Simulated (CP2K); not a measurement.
Runs of CP2K 2026.2 on SnO2. It takes space group I4_1/amd (No. 141, tetragonal). Conventional cell: a = 4.000 Å, b = 4.000 Å, c = 10.247 Å, α = 90.00°, β = 90.00°, γ = 90.00°. Sn (site symmetry -4m2) is surrounded by 6 O at 2.06 to 2.09 Å. Around O (site symmetry 2mm) lie 3 Sn at 2.06 to 2.09 Å. Measurements of this composition are mostly on another form, of space group No. 136.

```csv
level,potentials or basis,smearing,EPS_DEFAULT,points a segment of the path (NPOINTS),bands added on the path,CUTOFF of the grids,gap on the mesh (eV),pressure (GPa),largest force (eV/Å)
PBEsol,"POTENTIAL_UZH Sn GTH-PBE-q4, O GTH-PBE-q6; TZVP-MOLOPT-PBE-GTH basis",fermi-dirac 0.05 eV,1.0E-9,10,2,600 Ry,1.39,(a),0.02
LDA,"GTH_POTENTIALS Sn GTH-PADE-q4, O GTH-PADE-q6; TZVP-MOLOPT-PBE-GTH basis",fermi-dirac 0.05 eV,1.0E-10,10,2,600 Ry,1.29,-5.0,0.36
r2SCAN,"POTENTIAL_UZH Sn GTH-SCAN-q4, O GTH-SCAN-q6; TZVP-MOLOPT-SCAN-GTH basis",fermi-dirac 0.01 eV,1.0E-9,8,6,850 Ry,(c),-15.6,0.59
TB-mBJ,"POTENTIAL_UZH Sn GTH-PBE-q4, O GTH-PBE-q6; TZVP-MOLOPT-PBE-GTH basis",fermi-dirac 0.0259 eV,1.0E-9,10,4,850 Ry,(b),-,-
```

Alike in all rows: task band structure; no spin polarisation; cell as given; k mesh 9 × 9 × 9.

**Question.** Estimate the missing entries.

**Answer.** (a) 8.1; (b) 2.48; (c) 2.11.

Caveats: spin-orbit coupling is left out, which moves the levels of the heavy elements; the basis of atomic orbitals isn't converged, which shifts pressures, moduli and gaps; the potentials were made for another functional, which shifts forces and pressure (some runs); so large a pressure means that the cell lies far from this level's equilibrium, or that cutoff or potentials fall short (some runs); this is a model potential without an energy functional, so only levels have meaning (some runs).

A k mesh can miss the band edges, and the runs leave out spin-orbit coupling on Sn.
